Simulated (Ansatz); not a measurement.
**BN in Ansatz: convergence with cutoff**

BN:

```
N B
1.0
     0.00000    1.81300    1.81300
     1.81300    0.00000    1.81300
     1.81300    1.81300    0.00000
N B
1 1
Direct
  0.26052 0.22493 0.27300
  0.98939 0.99495 0.03130
```

The cell is a database's computed one.

The cell isn't the ideal one: atoms moved at random, drawn with an rms of 0.1 Å.

* Program: Ansatz 0.2.0
* Task: convergence study
* Functional: PBE
* Potentials or basis: all-electron LAPW, scalar-relativistic
* Cutoff: 80 eV
* Density cutoff: 320 eV
* Basis error allowed: 0.001 eV/atom
* k mesh: 8 × 8 × 8
* Occupations: fermi-dirac, width 0.05 eV
* Spin: no spin polarisation

These are the settings of the first run; the series varies cutoff, with any setting tied to it.

Hardware: 1 thread of Arm Neoverse V1, on a shared host.

Task: The values tried are 80 eV, 110 eV, 140 eV, 180 eV, 230 eV, 290 eV, 360 eV, 450 eV, 560 eV, loosest first. From which on does the pressure stay within 0.1 GPa of the tightest run that finished?

Result: From 290 eV on.

| cutoff | energy less the tightest run, at zero smearing (meV/atom) | pressure (GPa) | largest force (eV/Å) | gap on the mesh (eV) | SCF cycles | CPU time (s) | peak memory (GiB) |
| --- | --- | --- | --- | --- | --- | --- | --- |
| 80 eV | 2687.33 | 33.42 | 2.384 | 3.697 | 7 | 9.3 | 0.25 |
| 110 eV | 1063.88 | 9.91 | 1.639 | 3.688 | 7 | 11 | 0.25 |
| 140 eV | 468.18 | 4.40 | 1.391 | 4.130 | 7 | 11 | 0.26 |
| 180 eV | 173.20 | 1.91 | 1.356 | 3.957 | 7 | 12 | 0.27 |
| 230 eV | 48.77 | 0.88 | 1.353 | 3.957 | 7 | 14 | 0.29 |
| 290 eV | 12.25 | 0.60 | 1.346 | 3.949 | 7 | 16 | 0.31 |
| 360 eV | 3.27 | 0.53 | 1.344 | 3.952 | 7 | 22 | 0.33 |
| 450 eV | 0.59 | 0.51 | 1.344 | 3.952 | 7 | 25 | 0.37 |
| 560 eV | 0.00 | 0.51 | 1.344 | 3.952 | 7 | 37 | 0.41 |

Against the tightest run, the energy stays within 1 meV/atom from 450 eV on; the largest force stays within 0.005 eV/Å from 290 eV on; the gap on the mesh stays within 0.01 eV from 180 eV on. The tightest run that finished is the yardstick and may itself not be fully converged.
